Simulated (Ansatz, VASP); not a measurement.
One calculation of NaCl, two programs

File INCAR:

```
SYSTEM = NaCl
ALGO = Fast
DIPOL = 0.5 0.5 0.500
EDIFF = 1E-6
ENCUT = 520
GGA = PE
IDIPOL = 3
ISIF = 2
ISMEAR = 1
LASPH = .True.
LCHARG = .False.
LDIPOL = .True.
LREAL = .False.
LWAVE = .False.
NBANDS = 22
NELM = 100
PREC = Accurate
SIGMA = 0.05
```

Contents of KPOINTS:

```
k-points
0
Gamma
  5 5 1
  0 0 0
```

Contents of POSCAR:

```
NaCl
1.0
    3.9739400000      0.0000000000      0.0000000000
    1.9869700000      3.4415329931      0.0000000000
    0.0000000000      0.0000000000     20.8670626342
Na Cl
2 2
Direct
    0.0000000000      0.0000000000      0.3833793064
    0.3333333333      0.3333333333      0.5388735645
    0.6666666667      0.6666666667      0.4611264355
    0.0000000000      1.0000000000      0.6166206936
```

Input for Ansatz:

```yaml
crystal:
  lattice:
    - [3.97394, 0.0, 0.0]
    - [1.9869700000000003, 3.4415329931151315, 0.0]
    - [0.0, 0.0, 20.86706263421789]
  atoms:
    - { symbol: Na, position: [0.0, 0.0, 0.3833793064329796] }
    - { symbol: Cl, position: [0.6666666666666666, 0.6666666666666665, 0.4611264354776599] }
    - { symbol: Na, position: [0.33333333333333365, 0.3333333333333332, 0.5388735645223401] }
    - { symbol: Cl, position: [4.170580064755762e-16, 0.9999999999999997, 0.6166206935670204] }
kpoints:
  mp_grid:
    grid: [5, 5, 1]
efield:
  axis: 3
  dipole_correction: true
scf:
  convergence:
    dr2_threshold: 1.0e-08
  occupations:
    method: cold
    width: 0.05
output:
  write_potential: true
  forces: true
```

Alike in both runs: task single point; functional PBE; k mesh 5 × 5 × 1; no spin polarisation.

|  | VASP | Ansatz |
| --- | --- | --- |
| version | VASP 6.6.1 | Ansatz 0.2.0 |
| potentials or method | VASP PAW PBE potentials, release 64 (Na_pv, Cl) | plane waves, PAW |
| plane-wave cutoff (eV) | 520 | 420 |
| occupations | methfessel-paxton of order 1, width 0.05 eV | cold, width 0.05 eV |
| valence electrons in the cell | 28 | 32 |

|  | VASP | Ansatz | Ansatz less VASP |
| --- | --- | --- | --- |
| gap on the k mesh at the Fermi level (eV) | none | none | - |
| rms of the force components (eV/Å) | 0.504 | 0.503 | -0.0016 |

A gap of «none» marks a metal or a gap that the smearing closes. The two sets of potentials don't hold the same shells in valence. Ansatz warned: «vacuum_density_over_bound».

Caveats: the k mesh is coarse (spacing up to 0.37 Å⁻¹), so the values aren't converged.
